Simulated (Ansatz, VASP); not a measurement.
One calculation of Na, two programs

INCAR

```
SYSTEM = Na
PREC = Accurate ; ENCUT = 520
EDIFF = 1E-6 ; ISMEAR = 0
SIGMA = 0.15 ; LREAL = .False.
LASPH = .True. ; NELM = 60
ALGO = Fast ; ISIF = 2
LWAVE = .False. ; LCHARG = .True.
LELF = .True. ; LVHAR = .True.
NBANDS = 10
```

The input KPOINTS:

```
Automatic mesh
0
Gamma
  16 16 16
  0 0 0
```

File POSCAR:

```
Na
1.0
   -2.1175000000      2.1175000000      2.1175000000
    2.1175000000     -2.1175000000      2.1175000000
    2.1175000000      2.1175000000     -2.1175000000
Na
1
Direct
    0.0000000000      0.0000000000      0.0000000000
```

Input for Ansatz:

```yaml
crystal:
  lattice:
    - [-2.1175, 2.1175, 2.1175]
    - [2.1175, -2.1175, 2.1175]
    - [2.1175, 2.1175, -2.1175]
  atoms:
    - { symbol: Na, position: [0.0, 0.0, 0.0] }
basis:
  ecutwfc: 420
kpoints:
  mp_grid: { grid: [16, 16, 16] }
hamiltonian:
  xc: lda
scf:
  occupations: { method: gaussian, width: 0.15 }
output:
  forces: true
  stress: true
  eigenvalues: true
```

Alike in both runs: task single point; functional LDA; k mesh 16 × 16 × 16; occupations gaussian, width 0.15 eV; no spin polarisation.

```csv
,VASP,Ansatz
version,VASP 6.6.1,Ansatz 0.2.0
potentials or method,"VASP PAW LDA potentials, release 64 (Na_pv)","scalar-relativistic, plane waves, PAW"
plane-wave cutoff (eV),520,420
valence electrons in the cell,7,9
```

```tsv
	VASP	Ansatz	Ansatz less VASP
gap on the k mesh at the Fermi level (eV)	none	none	-
pressure (GPa)	-1.1	-0.9	+0.16
```

A gap of «none» marks a metal or a gap that the smearing closes. The two sets of potentials don't hold the same shells in valence.
